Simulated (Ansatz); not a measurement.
**LiBr (Fm-3m): a single-point run**

Wanted: a converged single-point run for LiBr (Fm-3m), and a check of what comes out. The structure is shown as the input types it.

The COD entry's cell or inner coordinates are ideal or old and differ from later refinements, so a difference from it is no clean test against experiment.

Method: Kohn-Sham DFT, with the functional, basis and potentials that each input names, in Ansatz 0.2.0.

2 further runs of the same task are left out: 2 set aside as unsound or not needed. Runs told in other sessions of the task aren't counted.

## 1. Starting point

The structure is cubic, space group Fm-3m (No. 225). Conventional cell: a = 5.511 Å, b = 5.511 Å, c = 5.511 Å, α = 90.00°, β = 90.00°, γ = 90.00°. Li (site symmetry m-3m) is surrounded by 6 Br at 2.76 Å. Br (site symmetry m-3m) has 6 Li at 2.76 Å in its first shell of neighbours.

Structure file:

```
Li Br
1.0
     0.00000    2.75548    2.75548
     2.75548    0.00000    2.75548
     2.75548    2.75548    0.00000
Li Br
1 1
Cartesian
  0.0000 0.0000 0.0000
  2.7555 2.7555 2.7555
```

## 2. Running it

Contents of input.yaml:

```yaml
crystal:
  lattice:
    - [0.0, 2.7554779959, 2.7554779959]
    - [2.7554779959, 0.0, 2.7554779959]
    - [2.7554779959, 2.7554779959, 0.0]
  atoms:
    - { symbol: Li, position: [0.0, 0.0, 0.0] }
    - { symbol: Br, position: [0.5, 0.5, 0.5] }
basis:
  ecutwfc: 420
  ecutrho_ratio: 4
kpoints:
  mp_grid: { grid: [10, 10, 10] }
hamiltonian:
  xc: pbe
  pseudopotentials: { kind: nc }
scf:
  occupations: { method: gaussian, width: 0.05 }
  max_iter: 50
output:
  forces: true
  stress: true
magnetization:
  spin_polarized: true
  spin_orbit: true
```

On the command line:

```console
$ ansatz run input.yaml --threads 2 --pin off --max-ram 2662MiB --backend cpu --events-out ev --progress --plain --runs-dir out
```

**Question.** How will this run end, and is anything wrong with its input?

The run ended at the input check. The line that matters: «2 input errors — fix all and re-run 1. inconsistent input (magnetization.spin_orbit, magnetization.noncollinear): true requires noncollinear: true — spin–orbit coupling acts on 2-spinor wavefunctions; set both flags»

The suspect setting: magnetization.spin_orbit is true. The potentials chosen hold no spin-orbit term, or the run isn't non-collinear.

Remedy: delete magnetization.spin_orbit (the default then holds).
